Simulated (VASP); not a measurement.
The system is W.

```
W
1.0
    -1.58234    1.58234    1.58234
     1.58234   -1.58234    1.58234
     1.58234    1.58234   -1.58234
W
1
Cartesian
  0.0000 0.0000 0.0000
```

```yaml
Program: VASP 6.6.1
Task: relaxation of cell and atoms
Functional: optB88-vdW
Potentials_or_basis: VASP PAW PBE potentials, release 64 (W_sv)
Cutoff: 600 eV
k_mesh: 12 × 12 × 12
Occupations: fermi-dirac, width 0.05 eV
Spin: no spin polarisation
```

At the start: pressure 6.0 GPa; volume 15.85 Å³/atom.

Question: Where does the relaxation end?

Answer: Over 4 steps the energy falls by 5.6 meV/atom and the volume is 16.15 Å³/atom (+1.9 %); space group Im-3m (No. 229, to 0.05 Å).

The path:
| step | energy change (eV) | largest force (eV/Å) | pressure (GPa) | volume (Å³) |
| --- | --- | --- | --- | --- |
| 1 | 0.0000 | 0.0000 | 5.96 | 15.85 |
| 2 | 0.0555 | 0.0000 | -17.10 | 17.24 |
| 3 | -0.0056 | 0.0000 | -0.16 | 16.16 |
| 4 | -0.0056 | 0.0000 | -0.02 | 16.15 |

Final structure:
```cif
data_structure
_symmetry_space_group_name_H-M 'P 1'
_symmetry_Int_Tables_number 1
_cell_length_a 2.7582
_cell_length_b 2.7582
_cell_length_c 2.7582
_cell_angle_alpha 109.471
_cell_angle_beta 109.471
_cell_angle_gamma 109.471
_cell_volume 16.15
loop_
_atom_site_label
_atom_site_type_symbol
_atom_site_fract_x
_atom_site_fract_y
_atom_site_fract_z
_atom_site_occupancy
W1 W 0.00000 0.00000 0.00000 1
```

Caveat: the PAW data sets were made with another functional, which shifts forces and pressure a little.
